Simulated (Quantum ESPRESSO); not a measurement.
# CdTe (F-43m) in Quantum ESPRESSO: a series of runs

The runs below take CdTe through phonons, dielectric tensor, with LDA, PBE.

Everything below comes from runs of Quantum ESPRESSO 7.5. Logs are shortened: lines on timing, memory, paths and dates and some standing lists are left out, and cuts for length are marked.

## (1) The structure

Symmetry: F-43m, No. 216, cubic system. Conventional cell: a = 6.410 Å, b = 6.410 Å, c = 6.410 Å, α = 90.00°, β = 90.00°, γ = 90.00°. Te (site symmetry -43m) has 4 Cd at 2.78 Å as nearest neighbours. Cd (site symmetry -43m) has 4 Te at 2.78 Å as nearest neighbours.

## (2) Phonons, LDA, target pressure 10 GPa, at which the enthalpy is minimised

The input, pw.in:

```
&CONTROL
  calculation = 'scf'
  prefix = 'pwscf'
  outdir = './tmp'
  pseudo_dir = './pseudo'
  tprnfor = .true.
  tstress = .true.
  disk_io = 'low'
/
&SYSTEM
  ibrav = 0
  nat = 2
  ntyp = 2
  ecutwfc = 45
  ecutrho = 360
  nbnd = 15
  occupations = 'smearing'
  smearing = 'fd'
  degauss = 0.00367493
/
&ELECTRONS
  conv_thr = 4d-10
  electron_maxstep = 120
  mixing_beta = 0.5
/
ATOMIC_SPECIES
Te   127.6000 te_lda_v1.uspp.F.UPF
Cd   112.4140 cd_lda_v1.uspp.F.UPF
CELL_PARAMETERS angstrom
   0.0000000000    3.2050000000    3.2050000000
   3.2050000000    0.0000000000    3.2050000000
   3.2050000000    3.2050000000    0.0000000000
ATOMIC_POSITIONS crystal
Te     0.7500000000    0.7500000000    0.7500000000
Cd     0.0000000000    0.0000000000    0.0000000000
K_POINTS automatic
6 6 6 1 1 1
```

The input, relax.in:

```
&CONTROL
  calculation = 'vc-relax'
  prefix = 'pwscf'
  outdir = './tmp'
  pseudo_dir = './pseudo'
  tprnfor = .true.
  tstress = .true.
  disk_io = 'low'
  nstep = 40
  forc_conv_thr = 0.0001
  etot_conv_thr = 1d-06
/
&SYSTEM
  ibrav = 0
  nat = 2
  ntyp = 2
  ecutwfc = 45
  ecutrho = 360
  nbnd = 15
  occupations = 'smearing'
  smearing = 'fd'
  degauss = 0.00367493
/
&ELECTRONS
  conv_thr = 4d-10
  electron_maxstep = 120
  mixing_beta = 0.5
/
&IONS
  ion_dynamics = 'bfgs'
/
&CELL
  cell_dynamics = 'bfgs'
  press = 100
  press_conv_thr = 0.2
/
ATOMIC_SPECIES
Te   127.6000 te_lda_v1.uspp.F.UPF
Cd   112.4140 cd_lda_v1.uspp.F.UPF
CELL_PARAMETERS angstrom
   0.0000000000    3.2050000000    3.2050000000
   3.2050000000    0.0000000000    3.2050000000
   3.2050000000    3.2050000000    0.0000000000
ATOMIC_POSITIONS crystal
Te     0.7500000000    0.7500000000    0.7500000000
Cd     0.0000000000    0.0000000000    0.0000000000
K_POINTS automatic
6 6 6 1 1 1
```

The input, gamma.in:

```
&CONTROL
  calculation = 'bands'
  prefix = 'pwscf'
  outdir = './tmp'
  pseudo_dir = './pseudo'
  disk_io = 'low'
  verbosity = 'high'
/
&SYSTEM
  ibrav = 0
  nat = 2
  ntyp = 2
  ecutwfc = 45
  ecutrho = 360
  nbnd = 15
  occupations = 'smearing'
  smearing = 'fd'
  degauss = 0.00367493
/
&ELECTRONS
  conv_thr = 1d-08
  electron_maxstep = 120
  mixing_beta = 0.5
  diago_full_acc = .true.
  startingwfc = 'random'
/
ATOMIC_SPECIES
Te   127.6000 te_lda_v1.uspp.F.UPF
Cd   112.4140 cd_lda_v1.uspp.F.UPF
CELL_PARAMETERS angstrom
   0.0000000000    3.0528249548    3.0528249548
   3.0528249548    0.0000000000    3.0528249548
   3.0528249548    3.0528249548    0.0000000000
ATOMIC_POSITIONS crystal
Te     0.7500000000    0.7500000000    0.7500000000
Cd     0.0000000000    0.0000000000    0.0000000000
K_POINTS crystal
1
0.0 0.0 0.0 1
```

The input, scf2.in:

```
&CONTROL
  calculation = 'scf'
  prefix = 'pwscf'
  outdir = './tmp'
  pseudo_dir = './pseudo'
  tprnfor = .true.
  tstress = .true.
  disk_io = 'low'
/
&SYSTEM
  ibrav = 0
  nat = 2
  ntyp = 2
  ecutwfc = 45
  ecutrho = 360
  nbnd = 15
  occupations = 'fixed'
/
&ELECTRONS
  conv_thr = 1d-13
  electron_maxstep = 120
  mixing_beta = 0.5
  startingpot = 'file'
/
ATOMIC_SPECIES
Te   127.6000 te_lda_v1.uspp.F.UPF
Cd   112.4140 cd_lda_v1.uspp.F.UPF
CELL_PARAMETERS angstrom
   0.0000000000    3.0528249548    3.0528249548
   3.0528249548    0.0000000000    3.0528249548
   3.0528249548    3.0528249548    0.0000000000
ATOMIC_POSITIONS crystal
Te     0.7500000000    0.7500000000    0.7500000000
Cd     0.0000000000    0.0000000000    0.0000000000
K_POINTS automatic
6 6 6 1 1 1
```

The input, ph.in:

```
phonons of CdTe
&INPUTPH
  prefix = 'pwscf'
  outdir = './tmp'
  tr2_ph = 1d-18
  fildyn = 'dyn'
  niter_ph = 90
  alpha_mix(1) = 0.7
  epsil = True
/
0.0000000000 0.0000000000 0.0000000000
```

The input, dynmat.in:

```
&INPUT
  fildyn = 'dyn'
  asr = 'crystal'
  lperm = .true.
  filout = 'dynmat.disp'
  fileig = 'dynmat.eig'
/
```

The input, dynmat_lo.in:

```
&INPUT
  fildyn = 'dyn'
  asr = 'crystal'
  filout = 'dynmat_lo.disp'
  fileig = 'dynmat_lo.eig'
  q(1) = 0
  q(2) = 0
  q(3) = 1
/
```

Potentials or basis: GBRV 1.5 LDA.

Run with:

```sh
> OMP_NUM_THREADS=1 mpirun -n 4 pw.x -nk 4 -in pw.in > pw.out
> OMP_NUM_THREADS=1 mpirun -n 4 pw.x -nk 4 -in relax.in > relax.out
> OMP_NUM_THREADS=1 mpirun -n 4 pw.x -in gamma.in > gamma.out
> OMP_NUM_THREADS=1 mpirun -n 4 pw.x -nk 4 -in scf2.in > scf2.out
> OMP_NUM_THREADS=1 mpirun -n 4 ph.x -nk 4 -in ph.in > ph.out
> OMP_NUM_THREADS=1 mpirun -n 1 dynmat.x -in dynmat.in > dynmat.out
> OMP_NUM_THREADS=1 mpirun -n 1 dynmat.x -in dynmat_lo.in > dynmat_lo.out
```

pw.out:

```text
This program is part of the open-source Quantum ESPRESSO suite
     for quantum simulation of materials; please cite
[... 6 lines left out ...]
     using ibrav=0 with symmetry is DISCOURAGED, use correct ibrav instead

     K-points division:     npool     =       4
     Subspace diagonalization in iterative solution of the eigenvalue problem:
     a serial algorithm will be used

     G-vector sticks info
     --------------------
     sticks:   dense  smooth     PW     G-vecs:    dense   smooth      PW
     Sum        1813     913    283                51253    18149    3119

     Using Slab Decomposition

     bravais-lattice index     =            0
     lattice parameter (alat)  =       8.5653  a.u.
     unit-cell volume          =     444.3352 (a.u.)^3
     number of atoms/cell      =            2
     number of atomic types    =            2
     number of electrons       =        18.00
     number of Kohn-Sham states=           15
     kinetic-energy cutoff     =      45.0000  Ry
     charge density cutoff     =     360.0000  Ry
     scf convergence threshold =      4.0E-10
     mixing beta               =       0.5000
     number of iterations used =            8  plain     mixing
     Exchange-correlation= SLA  PZ   NOGX NOGC
                           (   1   1   0   0   0   0   0)

     celldm(1)=   8.565287  celldm(2)=   0.000000  celldm(3)=   0.000000
     celldm(4)=   0.000000  celldm(5)=   0.000000  celldm(6)=   0.000000

     crystal axes: (cart. coord. in units of alat)
               a(1) = (   0.000000   0.707107   0.707107 )
               a(2) = (   0.707107   0.000000   0.707107 )
               a(3) = (   0.707107   0.707107   0.000000 )

     reciprocal axes: (cart. coord. in units 2 pi/alat)
               b(1) = ( -0.707107  0.707107  0.707107 )
               b(2) = (  0.707107 -0.707107  0.707107 )
               b(3) = (  0.707107  0.707107 -0.707107 )

     PseudoPot. # 1 for Te read from file:
     te_lda_v1.uspp.F.UPF
     Pseudo is Ultrasoft + core correction, Zval =  6.0
     Generated by new atomic code, or converted to UPF format
     Using radial grid of  891 points,  5 beta functions with:
                l(1) =   0
                l(2) =   0
                l(3) =   1
                l(4) =   1
                l(5) =   2
     Q(r) pseudized with  6 coefficients,  rinner =    1.800   1.800   1.800
                                                       1.800   1.800

     PseudoPot. # 2 for Cd read from file:
     cd_lda_v1.uspp.F.UPF
     Pseudo is Ultrasoft + core correction, Zval = 12.0
     Generated by new atomic code, or converted to UPF format
     Using radial grid of  889 points,  6 beta functions with:
                l(1) =   0
                l(2) =   0
                l(3) =   1
                l(4) =   1
                l(5) =   2
                l(6) =   2
     Q(r) pseudized with  6 coefficients,  rinner =    1.000   1.000   1.000
                                                       1.000   1.000

     atomic species   valence    mass     pseudopotential
     Te                6.00   127.60000     Te( 1.00)
     Cd               12.00   112.41400     Cd( 1.00)

     24 Sym. Ops. (no inversion) found

   Cartesian axes

     site n.     atom                  positions (alat units)
         1        Te     tau(   1) = (   1.0606602   1.0606602   1.0606602  )
         2        Cd     tau(   2) = (   0.0000000   0.0000000   0.0000000  )

     number of k points=    28  Fermi-Dirac smearing, width (Ry)=  0.0037
                       cart. coord. in units 2pi/alat
        k(    1) = (   0.0589256   0.0589256   0.0589256), wk =   0.0185185
        k(    2) = (   0.1767767   0.1767767  -0.0589256), wk =   0.0555556
        k(    3) = (   0.2946278   0.2946278  -0.1767767), wk =   0.0555556
        k(    4) = (  -0.2946278  -0.2946278   0.4124790), wk =   0.0555556
        k(    5) = (  -0.1767767  -0.1767767   0.2946278), wk =   0.0555556
        k(    6) = (  -0.0589256  -0.0589256   0.1767767), wk =   0.0555556
[... 20 lines left out ...]
        k(   27) = (   0.2946278   0.2946278   0.2946278), wk =   0.0185185
        k(   28) = (  -0.2946278  -0.2946278   0.8838835), wk =   0.0555556

     Dense  grid:    51253 G-vectors     FFT dimensions: (  54,  54,  54)

     Smooth grid:    18149 G-vectors     FFT dimensions: (  40,  40,  40)

     Initial potential from superposition of free atoms

     starting charge      17.4998, renormalised to      18.0000

     negative rho (up, down):  1.836E-02 0.000E+00
     Starting wfcs are   13 randomized atomic wfcs +    2 random wfcs

     Self-consistent Calculation

     iteration #  1     ecut=    45.00 Ry     beta= 0.50
     Davidson diagonalization with overlap
     ethr =  1.00E-02,  avg # of iterations =  6.2

     Threshold (ethr) on eigenvalues was too large:
     Diagonalizing with lowered threshold

     Davidson diagonalization with overlap
     ethr =  4.66E-04,  avg # of iterations =  2.0

     negative rho (up, down):  1.792E-02 0.000E+00

     total energy              =    -141.08855131 Ry
     estimated scf accuracy    <       0.08069181 Ry

     iteration #  2     ecut=    45.00 Ry     beta= 0.50
     Davidson diagonalization with overlap
     ethr =  4.48E-04,  avg # of iterations =  2.0
[... 51 lines left out ...]
     iteration #  8     ecut=    45.00 Ry     beta= 0.50
     Davidson diagonalization with overlap
     ethr =  3.53E-10,  avg # of iterations =  2.9

     negative rho (up, down):  1.864E-02 0.000E+00

     End of self-consistent calculation

          k = 0.0589 0.0589 0.0589 (  2238 PWs)   bands (ev):

    -6.2241  -3.1085  -3.1085  -3.0948  -2.8239  -2.8239   4.4456   5.1677
     5.1677   6.4701   9.6409   9.7943   9.7943  13.1206  14.2419

          k = 0.1768 0.1768-0.0589 (  2251 PWs)   bands (ev):

    -6.0857  -3.0861  -3.0749  -2.9840  -2.8303  -2.8166   2.9401   4.4789
     5.0005   7.3474   9.6995  10.0688  10.5367  13.2236  13.7518
[... 63 lines left out ...]
    -5.7987  -3.0336  -3.0245  -2.8335  -2.8096  -2.4944   0.8581   3.5790
     4.2155   7.8133   9.8481  10.8274  11.8230  13.9323  14.8039

          k =-0.6482 0.0589 0.0589 (  2267 PWs)   bands (ev):

    -5.6776  -2.9571  -2.9340  -2.9204  -2.7846  -2.3340   0.7479   3.0933
     3.2858   7.6916   8.0223  13.3839  13.9587  14.4588  16.2246

          k =-0.5303 0.1768-0.0589 (  2268 PWs)   bands (ev):

    -5.7389  -2.9897  -2.9753  -2.8911  -2.7962  -2.4488   1.0758   3.0449
     3.5212   8.2423   8.9157  11.2370  12.9313  14.0267  16.3290

          k =-0.4125 0.0589 0.0589 (  2264 PWs)   bands (ev):

    -5.8741  -3.0114  -3.0039  -2.9193  -2.7976  -2.7239   1.8855   3.7505
     3.8443   8.0425   8.4818  11.4720  12.0681  12.9245  15.5080

          k = 0.1768 0.1768 0.1768 (  2256 PWs)   bands (ev):
[... 41 lines left out ...]
    -5.8359  -3.0470  -3.0470  -2.8121  -2.8121  -2.5488   0.7768   4.4400
     4.4400   6.9118  10.3294  10.3294  12.0531  13.5006  15.0541

          k =-0.2946-0.2946 0.8839 (  2268 PWs)   bands (ev):

    -5.7654  -3.0263  -3.0170  -2.8280  -2.8141  -2.4046   0.6874   3.3020
     4.1628   7.9077   9.8879  10.9413  12.2178  14.0320  14.7746

     the Fermi energy is     5.8376 ev

!    total energy              =    -141.11290498 Ry
     estimated scf accuracy    <          3.4E-10 Ry
     smearing contrib. (-TS)   =      -0.00000001 Ry
     internal energy E=F+TS    =    -141.11290497 Ry

     The total energy is F=E-TS. E is the sum of the following terms:
     one-electron contribution =     -45.25225969 Ry
     hartree contribution      =      35.21780934 Ry
     xc contribution           =     -53.41456180 Ry
     ewald contribution        =     -77.66389282 Ry

     convergence has been achieved in   8 iterations

     negative rho (up, down):  1.864E-02 0.000E+00

     Forces acting on atoms (cartesian axes, Ry/au):

     atom    1 type  1   force =    -0.00000000   -0.00000000   -0.00000000
     atom    2 type  2   force =    -0.00000000   -0.00000000    0.00000000

     Total force =     0.000000     Total SCF correction =     0.000000

     Computing stress (Cartesian axis) and pressure

     negative rho (up, down):  1.864E-02 0.000E+00
          total   stress  (Ry/bohr**3)                   (kbar)     P=        3.02
   0.00002051  -0.00000000  -0.00000000            3.02       -0.00       -0.00
  -0.00000000   0.00002051   0.00000000           -0.00        3.02        0.00
  -0.00000000  -0.00000000   0.00002051           -0.00       -0.00        3.02

=------------------------------------------------------------------------------=
   JOB DONE.
=------------------------------------------------------------------------------=
```

Wall time 3.2 min (4 MPI ranks of Intel Xeon Platinum 8259CL at 2.50GHz (Skylake/Cascade Lake), shared host); peak memory 0.52 GiB.

Results:

```yaml
Free_energy: -1919.6784 eV
Relaxed_volume: 28.45 Å³/atom
Relaxed_cell: a = 4.317 Å, b = 4.317 Å, c = 4.317 Å, α = 60.00°, β = 60.00°, γ = 60.00°
Space_group_after_relaxing_to_0.05_Å: F-43m (No. 216)
Pressure_after_relaxing: 10.3 GPa
Electronic_dielectric_tensor_diagonal: 8.87
Born_charges_mean_of_the_diagonal: Te -1.86; Cd +1.85 e
Highest_phonon_frequency_at_Γ_LO-TO_splitting_left_out: 195 cm⁻¹
Static_dielectric_tensor_diagonal: 10.18
```

The path:
```tsv
step	energy change (eV)	largest force (eV/Å)	pressure (GPa)	volume (Å³)
1	0.0000	0.0000	0.30	65.84
2	0.0316	0.0000	2.95	62.64
3	0.1888	0.0000	8.31	58.04
4	0.2651	0.0000	10.29	56.72
5	0.2531	0.0000	9.99	56.91
6	0.2535	0.0000	10.00	56.90
```

Final structure:
```
CELL_PARAMETERS angstrom
0.00000 3.05282 3.05282
3.05282 0.00000 3.05282
3.05282 3.05282 0.00000
ATOMIC_POSITIONS crystal
Te 0.75000 0.75000 0.75000
Cd 0.00000 0.00000 0.00000
```

Levels at points of the mesh, in eV from the valence-band top:
```
           k point  band 7  band 8  band 9  band 10  band 11  band 12
(0.08, 0.08, 0.08)   -0.73    0.00    0.00     1.72     4.39     4.51
```

Phonon frequencies in cm⁻¹ (negative: imaginary):
```csv
q point,frequencies
"(0.000, 0.000, 0.000)",-7 -7 -7 195 195 195
```

Electronic dielectric tensor:
```
8.87 0.00 0.00
0.00 8.87 0.00
0.00 0.00 8.87
```

Born effective charge tensors (e):
atom 1, Te
```
-1.86  0.00  0.00
 0.00 -1.86  0.00
 0.00  0.00 -1.86
```
atom 2, Cd
```
1.85 0.00 0.00
0.00 1.85 0.00
0.00 0.00 1.85
```

Optical modes at Γ, degenerate ones joined, polar ones without the macroscopic field:
| cm⁻¹ | components | symmetry | active in | IR intensity, summed ((D/Å)²/amu) |
| --- | --- | --- | --- | --- |
| 195 | 3 | T2 | IR and Raman | 3.99 |

Zone-centre frequencies without and with the macroscopic field along z (cm⁻¹):
```tsv
	optical modes in rising order
without	195 195 195
with the field	195 195 209
```

Static dielectric tensor, electrons and zone-centre modes:
```
10.18  0.00  0.00
 0.00 10.18  0.00
 0.00  0.00 10.18
```

Caveat: the cell is more than 3 GPa from zero pressure, which shifts response properties.

(Continued in part 2 of 5.)
